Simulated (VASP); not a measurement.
Here is a VASP 6.6.1 calculation.

The input run.py:

```python
from ase import Atoms
from ase.calculators.vasp import Vasp
from ase.dft.bandgap import bandgap

atoms = Atoms(
    ['Hg', 'Se'],
    cell=[[0.0, 3.039, 3.039], [3.039, 0.0, 3.039], [3.039, 3.039, 0.0]],
    scaled_positions=[[0.0, 0.0, 0.0], [0.75, 0.75, 0.75]],
    pbc=True,
)
calc = Vasp(
    directory='calc',
    xc='pbe0',
    pp='PBE',
    setups='materialsproject',
    prec='Accurate',
    encut=520,
    ediff=1e-06,
    ismear=0,
    sigma=0.1,
    lreal=False,
    lasph=True,
    nelm=100,
    algo='Normal',
    isif=2,
    lwave=False,
    lcharg=True,
    precfock='Normal',
    hfrcut=-1,
    ivdw=202,
    lelf=True,
    lvhar=True,
    kpts=[4, 4, 4],
    gamma=True,
)
atoms.calc = calc

print('energy (eV):', atoms.get_potential_energy())
print('free energy (eV):', atoms.get_potential_energy(force_consistent=True))
print('forces (eV/A):')
print(atoms.get_forces())
print('stress (eV/A^3, Voigt):', atoms.get_stress())
print('Fermi level (eV):', calc.get_fermi_level())
gap, top, bottom = bandgap(calc)
print('band gap (eV):', gap, 'from (spin, k, band)', top, 'to', bottom)
```

Potentials or basis: VASP PAW PBE potentials, release 64 (Hg, Se).

Command:

```sh
$ python run.py
```

**Question.** Predict the pressure.

**Answer.** 1.9 GPa.

**Question.** Estimate the band gap on the k mesh.

**Answer.** 0.55 eV, direct.

**Question.** Predict the dispersion energy per atom.

**Answer.** -0.202 eV.

Caveat: the k mesh is coarse (spacing up to 0.45 Å⁻¹), so the values aren't converged, least of all with exact exchange; the PAW data sets were made with another functional, which shifts forces and pressure a little; spin-orbit coupling is left out, which moves the levels of the heavy elements.
